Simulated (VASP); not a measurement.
# Ti (Fm-3m) in VASP: further runs, part 2 of 2

VASP 6.6.1.

## Step 5: Single point, PBEsol

INCAR reads:

```
SYSTEM = Ti
ALGO = Fast
EDIFF = 1E-6
ENCUT = 900
GGA = PS
ISIF = 2
ISMEAR = 0
LASPH = .TRUE.
LCHARG = .FALSE.
LREAL = .FALSE.
LWAVE = .FALSE.
NBANDS = 12
NELM = 80
PREC = Accurate
SIGMA = 0.1
```

KPOINTS reads:

```
k-points
0
G
  18 18 18
  0 0 0
```

POSCAR reads:

```
Ti
1.0
    0.0000000000      2.0262200000      2.0262200000
    2.0262200000      0.0000000000      2.0262200000
    2.0262200000      2.0262200000      0.0000000000
Ti
1
Direct
    0.0000000000      0.0000000000      0.0000000000
```

Potentials or basis: VASP PAW PBE potentials, release 64 (Ti_sv).

The run is started by

```sh
cat potpaw_PBE.64/Ti_sv/POTCAR > POTCAR
mpirun -np 1 vasp_std > vasp.out
```

OUTCAR:

```text
SYSTEM = Ti
   EDIFF = 1E-6
   ENCUT = 900
   GGA = PS
   ISIF = 2
   ISMEAR = 0
   LASPH = .TRUE.
   LREAL = .FALSE.
   NELM = 80
   PREC = Accurate

 ion  position               nearest neighbor table
   1  0.000  0.000  0.000-

  LATTYP: Found a face centered cubic cell.
 ALAT       =     4.0524400000

  Lattice vectors:

 A1 = (   0.0000000000,   2.0262200000,   2.0262200000)
 A2 = (   2.0262200000,   0.0000000000,   2.0262200000)
 A3 = (   2.0262200000,   2.0262200000,   0.0000000000)

Analysis of symmetry for initial positions (statically):
=====================================================================
 Subroutine PRICEL returns:
 Original cell was already a primitive cell.

 Routine SETGRP: Setting up the symmetry group for a
 face centered cubic supercell.

 Subroutine GETGRP returns: Found 48 space group operations
 (whereof 48 operations were pure point group operations)
 out of a pool of 48 trial point group operations.

The static configuration has the point symmetry O_h .

[... 168 lines left out ...]
  band No.  band energies     occupation
      1     -47.8507      2.00000
      2     -23.7507      2.00000
      3     -23.7507      2.00000
      4     -23.7507      2.00000
      5       2.3572      2.00000
      6       9.4580      0.00000
      7       9.4580      0.00000
      8       9.4580      0.00000
      9      11.1805      0.00000
     10      11.1805      0.00000
     11      24.0622      0.00000
     12      28.7064      0.00000
[... 331 lines left out ...]
 k-point    24 :      -0.2222    0.0556    0.0000
  band No.  band energies     occupation
      1     -47.7784      2.00000
      2     -24.1281      2.00000
      3     -23.8230      2.00000
      4     -23.7895      2.00000
      5       4.1718      2.00000
      6       8.6072      0.48349
      7       9.6978      0.00000
      8       9.8029      0.00000
      9      10.9732      0.00000
     10      11.4879      0.00000
     11      22.2598      0.00000
     12      24.8492      0.00000

 [... further k-points ...]

------------------------ aborting loop because EDIFF is reached ----------------------------------------

  FORCE on cell =-STRESS in cart. coord.  units (eV):
  Direction    XX          YY          ZZ          XY          YZ          ZX
  --------------------------------------------------------------------------------------
  -------------------------------------------------------------------------------------
  Total        0.0061045      0.0061045      0.0061045      0.0000000      0.0000000      0.0000000
  in kB        0.5878553      0.5878553      0.5878553      0.0000000      0.0000000      0.0000000
  external PRESSURE =       0.5878553 kB  Pullay stress =       0.0000000 kB

 VOLUME and BASIS-vectors are now :
 -----------------------------------------------------------------------------
  energy-cutoff  :      900.00
  volume of cell :       16.64
      direct lattice vectors                 reciprocal lattice vectors
     0.000000000  2.026220000  2.026220000    -0.246764912  0.246764912  0.246764912
     2.026220000  0.000000000  2.026220000     0.246764912 -0.246764912  0.246764912
     2.026220000  2.026220000  0.000000000     0.246764912  0.246764912 -0.246764912

 POSITION                                       TOTAL-FORCE (eV/Angst)
 -----------------------------------------------------------------------------------
      0.00000      0.00000      0.00000        -0.000000     -0.000000     -0.000000
 -----------------------------------------------------------------------------------
    total drift:                               -0.000000     -0.000000     -0.000000

  FREE ENERGIE OF THE ION-ELECTRON SYSTEM (eV)
  ---------------------------------------------------
  free  energy   TOTEN  =        -8.2881201618 eV

  energy  without entropy=       -8.2796390873  energy(sigma->0) =       -8.28387962
```

OSZICAR:

```text
N       E                     dE             d eps       ncg     rms          rms(c)
DAV:   1     0.109196814986E+03    0.10920E+03   -0.90316E+03  4688   0.179E+03
DAV:   2    -0.337830681915E+01   -0.11258E+03   -0.10960E+03  4728   0.366E+02
DAV:   3    -0.920178270845E+01   -0.58235E+01   -0.57337E+01  6628   0.772E+01
[... 12 lines left out ...]
RMM:  16    -0.828811268097E+01   -0.92271E-05   -0.84883E-05  5993   0.464E-02    0.139E-02
RMM:  17    -0.828811598435E+01   -0.33034E-05   -0.31990E-05  5700   0.361E-02    0.838E-03
RMM:  18    -0.828811839532E+01   -0.24110E-05   -0.25180E-05  5474   0.336E-02    0.362E-03
RMM:  19    -0.828811960449E+01   -0.12092E-05   -0.11488E-05  4676   0.183E-02    0.270E-03
RMM:  20    -0.828812016182E+01   -0.55733E-06   -0.60192E-06  3993   0.115E-02
   1 F= -.82881202E+01 E0= -.82838796E+01  d E =-.848107E-02
```

It took 1.7 min on 1 thread of Intel Xeon Platinum 8488C (Sapphire Rapids), shared host; peak memory 0.22 GiB.

What came out:

```yaml
Free_energy: -8.2881 eV
Pressure: 0.1 GPa
Band_gap_on_the_k_mesh: none (metal or under the smearing width)
```

Levels at points of the mesh, in eV from the Fermi level:
```tsv
k point	band 2	band 3	band 4	band 5	band 6	band 7	band 8	band 9	band 10	band 11
(0.00, 0.00, 0.00)	-32.31	-32.31	-32.31	-6.20	0.90	0.90	0.90	2.62	2.62	15.50
(0.50, 0.00, 0.00)	-33.09	-32.41	-32.41	-2.70	0.75	0.77	0.77	3.78	3.78	8.63
(0.50, 0.50, 0.00)	-33.03	-32.58	-32.58	-2.74	-1.83	3.04	3.76	4.08	4.08	12.15
```

Caveat: the PAW data sets were made with another functional, which shifts forces and pressure a little.

## Step 6: Single point, r2SCAN

INCAR reads:

```
SYSTEM = Ti
ALGO = Normal
EDIFF = 1E-6
ENCUT = 520
ISIF = 2
ISMEAR = 0
LASPH = .TRUE.
LCHARG = .FALSE.
LMIXTAU = .TRUE.
LREAL = .FALSE.
LWAVE = .FALSE.
METAGGA = R2SCAN
NBANDS = 12
NELM = 80
PREC = Accurate
SIGMA = 0.1
```

KPOINTS is that of step 5.

POSCAR is that of step 5.

Potentials or basis: VASP PAW PBE potentials, release 64 (Ti_sv).

The run is started by

```sh
cat potpaw_PBE.64/Ti_sv/POTCAR > POTCAR
mpirun -np 1 vasp_std > vasp.out
```

Wall time 1.9 min (1 thread of Intel Xeon Platinum 8488C (Sapphire Rapids), shared host); peak memory 0.17 GiB.

It converged, with:

```
Free energy            : -12.8700 eV
Pressure               : 5.6 GPa
Band gap on the k mesh : none (metal or under the smearing width)
```

Levels at points of the mesh, in eV from the Fermi level:
| k point | band 2 | band 3 | band 4 | band 5 | band 6 | band 7 | band 8 | band 9 | band 10 | band 11 |
| --- | --- | --- | --- | --- | --- | --- | --- | --- | --- | --- |
| (0.00, 0.00, 0.00) | -33.72 | -33.72 | -33.72 | -6.56 | 1.03 | 1.03 | 1.03 | 2.94 | 2.94 | 16.01 |
| (0.50, 0.00, 0.00) | -34.52 | -33.82 | -33.82 | -2.81 | 0.56 | 0.95 | 0.95 | 4.03 | 4.03 | 9.06 |
| (0.50, 0.50, 0.00) | -34.46 | -33.99 | -33.99 | -2.81 | -1.90 | 3.02 | 4.09 | 4.29 | 4.29 | 11.54 |

Caveat: the PAW data sets were made with another functional, which shifts forces and pressure a little.

## Step 7: Overview

```tsv
level	k mesh	cutoff (eV)	smearing	gap on the mesh (eV)	pressure (GPa)
PBEsol	18 × 18 × 18	700	gaussian 0.1 eV	none	0.0
PBEsol	26 × 26 × 26	520	gaussian 0.1 eV	none	0.1
PBEsol	18 × 18 × 18	520	gaussian 0.5 eV	none	0.6
PBEsol	18 × 18 × 18	900	gaussian 0.1 eV	none	0.1
r2SCAN	18 × 18 × 18	520	gaussian 0.1 eV	none	5.6
```

Alike in all rows: task single point; potentials or basis VASP PAW PBE potentials, release 64 (Ti_sv); no spin polarisation; cell as given.

Every run on the cell as given and a fine mesh finds a metal. The pressure there spans 0.0 GPa (PBEsol) to 5.6 GPa (r2SCAN); a positive pressure means that this level wants a larger cell, a negative one a smaller.

Caveats: the PAW data sets were made with another functional, which shifts forces and pressure a little.

Absolute energies hang on the potentials; compare differences alone.
